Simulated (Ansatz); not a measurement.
Computed with DFT PBE, scalar-relativistic, plane waves, PAW (Ansatz). Settings: cutoff 420 eV, Γ-centred meshes spaced at most about 0.3 Å⁻¹, and about 0.25 Å⁻¹ or finer for metals (2π included), Gaussian smearing. No spin polarisation.

Temperature and zero-point effects are left out.

Question: Which of these relaxed structures of SnTe5 is the lowest in energy?
A.

Space group F-43m (No. 216). a = 9.024 Å, b = 9.024 Å, c = 9.024 Å, α = 90.00°, β = 90.00°, γ = 90.00°
```json
{"atom": "Sn", "site": "4a", "symmetry": "-43m", "x": "0.0000", "y": "0.0000", "z": "0.0000"}
{"atom": "Te", "site": "4d", "symmetry": "-43m", "x": "0.2500", "y": "0.2500", "z": "0.7500"}
{"atom": "Te", "site": "16e", "symmetry": ".3m", "x": "0.1242", "y": "0.3758", "z": "0.1242"}
```

B.

Space group P4/mmm (No. 123). a = 3.891 Å, b = 3.891 Å, c = 11.419 Å, α = 90.00°, β = 90.00°, γ = 90.00°
| atom | site | symmetry | x | y | z |
| --- | --- | --- | --- | --- | --- |
| Sn | 1c | 4/mmm | 0.5000 | 0.5000 | 0.0000 |
| Te | 2h | 4mm | 0.5000 | 0.5000 | 0.3408 |
| Te | 2g | 4mm | 0.0000 | 0.0000 | 0.1605 |
| Te | 1b | 4/mmm | 0.0000 | 0.0000 | 0.5000 |

C.

Space group P-62m (No. 189). a = 7.056 Å, b = 7.056 Å, c = 4.382 Å, α = 90.00°, β = 90.00°, γ = 120.00°
```
atom  site  symmetry       x       y       z
  Sn    1b      -62m  0.0000  0.0000  0.5000
  Te    3f       m2m  0.6662  0.0000  0.0000
  Te    2d      -6.. 0.6667  0.3333  0.5000
```

D.

Space group R32:H (No. 155). a = 7.245 Å, b = 7.245 Å, c = 12.844 Å, α = 90.00°, β = 90.00°, γ = 120.00°
```
atom  site  symmetry       x       y       z
  Sn    3b        32  0.3333  0.6667  0.1667
  Te    9d        .2  0.3470  0.3470  0.0000
  Te    6c        3. 0.3333  0.6667  0.4928
```

Answer: D. The next of these, C, lies 25 meV/atom higher. Counting Te atoms around Sn (those within 1.25 times the shortest such distance or 1.15 times the sum of covalent radii; a plus sign parts nearer from farther groups; the shortest distance is added where it is long for a bond): D has Sn 6; C has Sn 6; B has Sn 8+2 from 3.3 Å; A has Sn 16 from 3.7 Å. All come from invented guesses. Even the lowest of the cells shown lies +0.09 eV/atom against the elements.

For metals, differences of a few meV/atom aren't resolved. Spin–orbit coupling, which can matter for Te, is left out. Cells relaxed within their symmetry can be saddle points. Some types were kept out of the candidates beforehand, so the set may lack a known form.
